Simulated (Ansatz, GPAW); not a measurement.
# A C7 chain between two Pd chains: relaxation, then transmission at several levels, part 2 of 3

How well does a C7 chain between two Pd chains conduct once its atoms have relaxed, and how much do cheaper levels lose?

GPAW 26.7.0 and Ansatz 0.2.0; Ansatz plane waves; relaxation of the junction with the lead ends held (the session's first sound run).

So far, transmission at the Fermi level (one spin): step 3 (plane-wave reference (PBE)) 0.109.

### 4. GPAW, dzp

The script solves lead and junction separately, takes H and S in the orbital basis, and joins semi-infinite leads through their self-energies; the dzp basis is the working standard.

This step: GPAW LCAO, PAW setups; Landauer transmission from Green's functions with principal layers (ASE), zero bias (GPAW 26.7.0).

Contents of run.py:

```python
import json
import numpy as np
from ase import Atoms
from ase.transport.calculators import TransportCalculator
from gpaw import GPAW, FermiDirac
from gpaw.lcao.tools import get_lcao_hamiltonian
from scipy.linalg import eigh

# The junction with lead layers at both ends, along the third cell vector
device = Atoms(
    ['Pd', 'Pd', 'Pd', 'Pd', 'Pd', 'Pd', 'Pd', 'Pd', 'C', 'C', 'C', 'C', 'C', 'C', 'C', 'Pd', 'Pd', 'Pd', 'Pd', 'Pd', 'Pd', 'Pd', 'Pd'],
    positions=[
        [4.50000, 4.50000, 1.25000],
        [4.50000, 4.50000, 3.75000],
        [4.50000, 4.50000, 6.25000],
        [4.50000, 4.50000, 8.75000],
        [4.50000, 4.50000, 11.25000],
        [4.50000, 4.50000, 13.75000],
        [4.93494, 4.46591, 16.30608],
        [3.96096, 4.50576, 18.75155],
        [4.31580, 4.49317, 20.57535],
        [4.41992, 4.49613, 21.86097],
        [4.46509, 4.50324, 23.15988],
        [4.49632, 4.51897, 24.44696],
        [4.52078, 4.54074, 25.73395],
        [4.54723, 4.58095, 27.03298],
        [4.59525, 4.66838, 28.31874],
        [4.74317, 4.96916, 30.14844],
        [4.33220, 4.13411, 32.61116],
        [4.50000, 4.50000, 35.17700],
        [4.50000, 4.50000, 37.67700],
        [4.50000, 4.50000, 40.17700],
        [4.50000, 4.50000, 42.67700],
        [4.50000, 4.50000, 45.17700],
        [4.50000, 4.50000, 47.67700]],
    cell=[[9.0, 0.0, 0.0], [0.0, 9.0, 0.0], [0.0, 0.0, 48.927]],
    pbc=True)

# One principal layer of the lead: the first 5 atoms of the device
lead = Atoms(
    ['Pd', 'Pd', 'Pd', 'Pd', 'Pd'],
    positions=[
        [4.50000, 4.50000, 1.25000],
        [4.50000, 4.50000, 3.75000],
        [4.50000, 4.50000, 6.25000],
        [4.50000, 4.50000, 8.75000],
        [4.50000, 4.50000, 11.25000]],
    cell=[[9.0, 0.0, 0.0], [0.0, 9.0, 0.0], [0.0, 0.0, 12.5]],
    pbc=True)

settings = dict(mode='lcao', basis='dzp', xc='PBE', h=0.2,
                occupations=FermiDirac(0.1), maxiter=250,
                mixer=dict(beta=0.1, nmaxold=8, weight=100.0),
                convergence=dict(density=0.0001))
energies = np.arange(-2, 2 + 1e-9, 0.025)
eta = 0.0001
n1, n2 = 1, 1
# k and -k transmit alike, so half of the mesh across the current serves
mesh = [(i, j) for i in range(n1) for j in range(n2) if (i, j) <= (-i % n1, -j % n2)]
weights = np.array([1 if (i, j) == (-i % n1, -j % n2) else 2 for i, j in mesh]) / (n1 * n2)

# [... helper functions left out ...]
fermi_lead = ground_state(lead, (1, 1, 9), 'lead.txt')
fermi_device = ground_state(device, (1, 1, 2), 'device.txt')
# [... loop over the mesh left out, but for ...]
        # Shift the lead onto the potential of the device's first layer
        shift = ((H[:, 0, 0] - H0[:, 0, 0]) / S0[0, 0]).real.mean()
# [...]
kT = 8.617333e-5 * 300
bias = [0.1, 0.2, 0.5, 1.0, 1.5, 2.0]
# [... integrals and printing left out ...]
```

The run is started by

```
OMP_NUM_THREADS=1 OPENBLAS_NUM_THREADS=1 python run.py
```

Run time: 7.7 min. Hardware: 1 thread of Arm Neoverse V1, shared host; peak memory 1.9 GiB.

Numbers from this step:

- conductance: 0.09040 G₀
- largest coupling past the next principal layer: 1.07e-4 eV
- largest misfit of the first principal layer: 0.02400 eV
- shift that aligns the lead: -0.004043 eV
- basis functions of the junction: 523
- basis functions of a principal layer: 135
- transmission at the Fermi level (one spin): 0.09399

One spin. Transmission, zone mean against energy, zero at the Fermi level:

```
energy (eV)  transmission, zone mean
     -2.000                    0.505
     -1.800                    0.838
     -1.600                     1.38
     -1.400                     1.74
     -1.300                     1.79
     -1.200                     1.74
     -1.000                     1.56
     -0.800                    0.425
     -0.700                     1.10
     -0.600                    0.767
     -0.475                     1.17
     -0.400                    0.273
     -0.200                    0.141
      0.000                   0.0940
      0.200                   9.4e-4
      0.400                  0.00471
      0.600                    0.482
      0.800                  0.00425
      1.000                   9.3e-4
      1.200                   3.5e-4
      1.400                   1.6e-4
      1.600                   8.2e-5
      1.800                   4.0e-5
      2.000                   1.6e-5
```

Not self-consistent under bias; the bias window is split evenly. Table of current through one cell, from the zero-bias transmission by bias:

```
bias (V)  current through one cell, from the zero-bias transmission (μA)
   0.100                                                           0.691
   0.200                                                            1.33
   0.500                                                            3.04
   1.000                                                            9.71
   1.500                                                            26.4
   2.000                                                            35.6
```

The transmission of the three most open eigenchannels by energy, zero at the Fermi level:

```
energy (eV)  channel 1  channel 2  channel 3
     -2.000      0.381      0.124     5.1e-8
     -1.800      0.609      0.229     2.9e-7
     -1.600      0.826      0.557     1.5e-6
     -1.400      0.902      0.842     5.0e-6
     -1.200      0.884      0.856     7.4e-6
     -1.000      0.921      0.638     1.9e-6
     -0.800      0.240      0.185     9.1e-6
     -0.600      0.414      0.354     4.8e-6
     -0.400      0.166      0.107     1.5e-5
     -0.200     0.0861     0.0544     5.9e-5
      0.000     0.0560     0.0379     1.1e-5
      0.200     9.4e-4    9.4e-12          0
      0.400    0.00471          0          0
      0.600      0.482          0          0
      0.800    0.00425          0          0
      1.000     9.3e-4          0          0
      1.200     3.5e-4          0          0
      1.400     1.6e-4          0          0
      1.600     8.2e-5          0          0
```

At the Fermi level T is 0.0940 against 0.109 in plane waves. Couplings past the next layer reach 1.1e-4 eV, small enough to drop; the matrix elements of the cell's first layer differ from the bulk lead's by up to 0.024 eV. That layer keeps its own values in the calculation, and only beyond it is the lead taken as perfect. The Fermi levels of lead and junction count from different zeros of potential, one for each periodic cell; with both set to zero, the small remaining shift is what aligns them. By hand: G = 0.09040 × 77.48 μS = 7.00 μS, a resistance of 143 kΩ; at 0.1 V a linear junction would pass 0.700 μA, and the integral over the bias window gives 0.691 μA.

### 5. Single-zeta polarised basis

One radial function a shell plus polarisation makes the matrices smaller; the question is what that costs.

Changes to run.py since step 4:

```diff
@@ -50,3 +50,3 @@
 
-settings = dict(mode='lcao', basis='dzp', xc='PBE', h=0.2,
+settings = dict(mode='lcao', basis='szp(dzp)', xc='PBE', h=0.2,
                 occupations=FermiDirac(0.1), maxiter=250,
```

It took 5.3 min on 1 thread; peak memory 1.8 GiB.

This step gave:

* conductance: 0.03734 G₀
* largest coupling past the next principal layer: 1.09e-4 eV
* largest misfit of the first principal layer: 0.06532 eV
* shift that aligns the lead: -0.001436 eV
* basis functions of the junction: 303
* basis functions of a principal layer: 75
* transmission at the Fermi level (one spin): 0.04280

The conductance, 0.0373 G₀, lies 59 % below that of the dzp run.

### 6. GPAW, sz: basis = "sz(dzp)"

One function for each valence shell of the setup, as for a first survey of a large system.

Changes to run.py since step 5:

```diff
@@ -50,3 +50,3 @@
 
-settings = dict(mode='lcao', basis='szp(dzp)', xc='PBE', h=0.2,
+settings = dict(mode='lcao', basis='sz(dzp)', xc='PBE', h=0.2,
                 occupations=FermiDirac(0.1), maxiter=250,
```

Run time: 3.9 min. Hardware: 1 thread; peak memory 1.7 GiB.

Numbers from this step:

| Property | Result |
| --- | --- |
| conductance | 0.05209 G₀ |
| largest misfit of the first principal layer | 0.04006 eV |
| shift that aligns the lead | -3.81e-4 eV |
| basis functions of the junction | 220 |
| basis functions of a principal layer | 60 |
| transmission at the Fermi level (one spin) | 0.05909 |

One spin. Table of transmission, zone mean by energy, zero at the Fermi level:

energy (eV), transmission, zone mean and a bar:
```
   -2.000       0.79 ############
   -1.900       1.10 #################
   -1.800       1.46 #######################
   -1.700       1.72 ###########################
   -1.600       1.82 ############################
   -1.500       1.88 #############################
   -1.400       1.94 ##############################
   -1.375       1.94 ##############################
   -1.300       1.81 ############################
   -1.200       0.82 #############
   -1.100       0.03 
   -1.000       0.17 ###
   -0.900       0.50 ########
   -0.825       0.67 ##########
   -0.800       0.67 ##########
   -0.700       0.35 #####
   -0.600       0.23 ###
   -0.575       1.07 #################
   -0.500       0.13 ##
   -0.400       0.11 ##
   -0.300       0.12 ##
   -0.200       0.11 ##
   -0.100       0.09 #
    0.000       0.06 #
    0.100       0.00 
    0.200       0.00 
    0.300       0.25 ####
    0.400       0.01 
    0.500       0.00 
    0.600       0.00 
    0.700       0.00 
    0.800       0.00 
    0.900       0.00 
    1.000       0.00 
    1.100       0.00 
    1.200       0.00 
    1.300       0.00 
    1.400       0.00 
    1.500       0.00 
    1.600       0.00 
    1.700       0.00 
    1.800       0.00 
    1.900       0.00 
    2.000       0.00
```

The conductance, 0.0521 G₀, lies 42 % below that of the dzp run.

### 7. revPBE in the dzp basis: xc = "revPBE"

Back in the dzp basis, the functional changes from PBE to revPBE, to set the spread between functionals beside that between bases.

Changes to run.py since step 6:

```diff
@@ -50,3 +50,3 @@
 
-settings = dict(mode='lcao', basis='sz(dzp)', xc='PBE', h=0.2,
+settings = dict(mode='lcao', basis='dzp', xc='revPBE', h=0.2,
                 occupations=FermiDirac(0.1), maxiter=250,
```

Run time: 7.6 min. Hardware: 1 thread; peak memory 1.9 GiB.

This step gave:

| Quantity | Value |
| --- | --- |
| conductance | 0.08134 G₀ |
| largest coupling past the next principal layer | 1.03e-4 eV |
| largest misfit of the first principal layer | 0.02584 eV |
| shift that aligns the lead | -0.002101 eV |
| basis functions of the junction | 523 |
| basis functions of a principal layer | 135 |
| transmission at the Fermi level (one spin) | 0.08454 |

The conductance, 0.0813 G₀, lies 10 % below that of the dzp run.

### 8. Without the relaxation: geometry = "as built"

The dzp basis with PBE on the structure as first built shows what the relaxation was worth.

Changes to run.py since step 7:

```diff
@@ -18,13 +18,13 @@
         [4.50000, 4.50000, 13.75000],
-        [4.93494, 4.46591, 16.30608],
-        [3.96096, 4.50576, 18.75155],
-        [4.31580, 4.49317, 20.57535],
-        [4.41992, 4.49613, 21.86097],
-        [4.46509, 4.50324, 23.15988],
-        [4.49632, 4.51897, 24.44696],
-        [4.52078, 4.54074, 25.73395],
-        [4.54723, 4.58095, 27.03298],
-        [4.59525, 4.66838, 28.31874],
-        [4.74317, 4.96916, 30.14844],
-        [4.33220, 4.13411, 32.61116],
+        [4.50000, 4.50000, 16.25000],
+        [4.50000, 4.50000, 18.75000],
+        [4.50000, 4.50000, 20.60850],
+        [4.50000, 4.50000, 21.83850],
+        [4.50000, 4.50000, 23.17850],
+        [4.50000, 4.50000, 24.40850],
+        [4.50000, 4.50000, 25.74850],
+        [4.50000, 4.50000, 26.97850],
+        [4.50000, 4.50000, 28.31850],
+        [4.50000, 4.50000, 30.17700],
+        [4.50000, 4.50000, 32.67700],
         [4.50000, 4.50000, 35.17700],
@@ -50,3 +50,3 @@
 
-settings = dict(mode='lcao', basis='dzp', xc='revPBE', h=0.2,
+settings = dict(mode='lcao', basis='dzp', xc='PBE', h=0.2,
                 occupations=FermiDirac(0.1), maxiter=250,
```

Run time: 8.7 min. Hardware: 1 thread; peak memory 1.9 GiB.

This step gave:

```yaml
conductance: 0.3250 G₀
largest_coupling_past_the_next_principal_layer: 1.07e-4 eV
largest_misfit_of_the_first_principal_layer: 0.05899 eV
shift_that_aligns_the_lead: 1.81e-4 eV
transmission_at_the_fermi_level_one_spin: 0.3429
```

One spin. Transmission, zone mean against energy, zero at the Fermi level:

energy (eV), transmission, zone mean and a bar:
```
   -2.000       1.37 #########################
   -1.900       1.57 #############################
   -1.800       1.61 ##############################
   -1.700       1.58 #############################
   -1.600       1.52 ############################
   -1.500       1.48 ###########################
   -1.400       1.46 ###########################
   -1.300       1.48 ############################
   -1.200       1.54 #############################
   -1.100       1.60 ##############################
   -1.075       1.60 ##############################
   -1.000       1.56 #############################
   -0.900       1.35 #########################
   -0.800       1.06 ####################
   -0.700       0.82 ###############
   -0.600       0.65 ############
   -0.500       0.55 ##########
   -0.400       0.49 #########
   -0.300       0.47 #########
   -0.200       0.47 #########
   -0.100       0.45 ########
    0.000       0.34 ######
    0.100       0.08 ##
    0.200       0.00 
    0.300       0.00 
    0.400       0.00 
    0.500       0.00 
    0.600       0.00 
    0.700       0.00 
    0.800       0.00 
    0.900       0.00 
    1.000       0.00 
    1.100       0.00 
    1.200       0.00 
    1.300       0.00 
    1.400       0.00 
    1.500       0.00 
    1.600       0.00 
    1.700       0.00 
    1.800       0.00 
    1.900       0.00 
    2.000       0.00
```

The conductance, 0.325 G₀, lies 260 % above that of the dzp run.

### 9. Cost and result by level

Times are wall times on the hardware named with each run. The runs compared:

| no. | run | conductance (G₀) | time | memory (GiB) |
| --- | --- | --- | --- | --- |
| 1 | pw PBE | 0.1054 | 3.5 min | 6.5 |
| 2 | dzp | 0.09040 | 7.7 min | 1.9 |
| 3 | szp | 0.03734 | 5.3 min | 1.8 |
| 4 | sz | 0.05209 | 3.9 min | 1.7 |
| 5 | dzp revPBE | 0.08134 | 7.6 min | 1.9 |
| 6 | asbuilt | 0.3250 | 8.7 min | 1.9 |

### 10. Comparison

The curves are compared point by point over the common energies.

This step: comparison of transmission and cost over codes, levels and geometry (GPAW 26.7.0).

Ladder, by row:

```csv
step,code,T at the Fermi level (sum over the listed spins),conductance (G0),r.m.s. T(E) from the first,wall time (s),peak memory (GiB),threads
pw-pbe,Ansatz,0.1085,0.1054,0,209.8,6.48,4
dzp,GPAW,0.09399,0.0904,0.281,464.9,1.86,1
szp,GPAW,0.0428,0.03734,0.293,319.8,1.76,1
sz,GPAW,0.05909,0.05209,0.3263,232.2,1.67,1
dzp-revPBE,GPAW,0.08454,0.08134,0.2447,458.3,1.86,1
asbuilt,GPAW,0.3429,0.325,0.3714,520.3,1.86,1
```

Table of transmission, zone mean, sum over the listed spins by energy, zero at the Fermi level:

```csv
energy (eV),pw-pbe,dzp,szp,sz,dzp-revPBE,asbuilt
-2.000,0.576,0.505,0.535,0.794,0.512,1.37
-1.800,0.897,0.838,1.07,1.46,0.858,1.61
-1.600,1.43,1.38,1.75,1.82,1.41,1.52
-1.450,1.67,1.69,1.91,1.91,1.71,1.46
-1.400,1.69,1.74,1.87,1.94,1.76,1.46
-1.375,1.68,1.76,1.82,1.94,1.78,1.46
-1.300,1.59,1.79,1.50,1.81,1.80,1.48
-1.200,1.17,1.74,0.764,0.817,1.70,1.54
-1.050,1.13,1.35,0.148,0.0715,1.29,1.60
-1.000,0.355,1.56,0.295,0.173,1.30,1.56
-0.800,1.19,0.425,0.701,0.665,0.577,1.06
-0.750,1.31,0.796,0.522,0.555,0.968,0.932
-0.600,0.511,0.767,1.23,0.225,0.660,0.651
-0.575,0.225,0.618,0.242,1.07,0.526,0.619
-0.550,1.64,0.503,0.166,0.202,0.448,0.591
-0.475,0.477,1.17,0.115,0.119,0.643,0.527
-0.400,0.335,0.273,0.103,0.107,0.250,0.488
-0.200,0.168,0.141,0.0833,0.106,0.133,0.466
0.000,0.109,0.0940,0.0428,0.0591,0.0845,0.343
0.200,8.6e-4,9.4e-4,0.00225,0.00447,9.5e-4,1.6e-5
0.400,0.00351,0.00471,0.0353,0.0119,0.00496,4.0e-6
0.600,0.0694,0.482,0.00218,0.00155,0.585,2.1e-6
0.650,0.518,0.0403,0.00156,0.00116,0.0384,1.8e-6
0.800,0.00851,0.00425,7.2e-4,5.8e-4,0.00401,1.5e-6
1.000,0.00147,9.3e-4,3.4e-4,2.9e-4,9.1e-4,1.2e-6
1.200,5.2e-4,3.5e-4,1.9e-4,1.6e-4,3.5e-4,1.1e-6
1.400,2.4e-4,1.6e-4,1.2e-4,1.0e-4,1.6e-4,1.0e-6
1.600,1.2e-4,8.2e-5,8.0e-5,6.4e-5,8.1e-5,9.7e-7
1.800,6.0e-5,4.0e-5,5.5e-5,4.1e-5,3.9e-5,9.5e-7
2.000,2.7e-5,1.6e-5,3.8e-5,2.6e-5,1.6e-5,9.4e-7
```

[end of part 2 of 3]

[Logs are printed without paths, hosts, clocks, repeated set-up lines and the standing remarks that a program may print on its own settings, such as how far it seeks lower states.]

[Hosts, paths, dates, database ids (printed as entryN), source tags and the programs' standing remarks are cut or masked in the printed files.]
